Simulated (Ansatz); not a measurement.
## Convergence of TiO with the smearing width on a coarse mesh

Computed with DFT PBEsol, scalar-relativistic, plane waves, PAW (Ansatz 0.2.0).

```
Ti O
1.0
     2.85161    0.00000    0.00000
    -1.42580    2.46956    0.00000
     0.00000    0.00000    5.56750
Ti O
2 2
Direct
  0.33333 0.66667 0.25000
  0.66667 0.33333 0.75000
  0.00000 0.00000 0.00000
  0.00000 0.00000 0.50000
```

* plane-wave cutoff: 420 eV
* Γ-centred k-mesh: 9×9×4
* spin treatment: unpolarised

The atoms stay fixed while the smearing width on a coarse mesh is varied. ΔE is the energy extrapolated to zero smearing, less that of the reference run (18×18×8 Γ-centred mesh, Gaussian smearing 0.1 eV). The cell isn't necessarily relaxed at this level. Pressure is positive in compression.

```
rule, width (eV)  ΔE (meV/atom)  ΔF, free energy (meV/atom) P (GPa)
   Gaussian 0.01           0.77                        1.21    -9.94
   Gaussian 0.05              ?                           ?        ?
    Gaussian 0.1           0.81                        0.64    -9.98
    Gaussian 0.2           0.59                       -1.02   -10.00
    Gaussian 0.4           1.59                       -7.24    -9.88
```

Task: Fill in the withheld rows.

Result: The withheld rows:

```json
{"rule, width (eV)": "Gaussian 0.05", "ΔE (meV/atom)": "0.78", "ΔF, free energy (meV/atom)": "1.10", "P (GPa)": "-9.96"}
```

This form isn't the usual stable structure of the compound.

Cost: 5 runs of about 0.15 core-minutes in all, on Arm Neoverse V2 (shared hosts).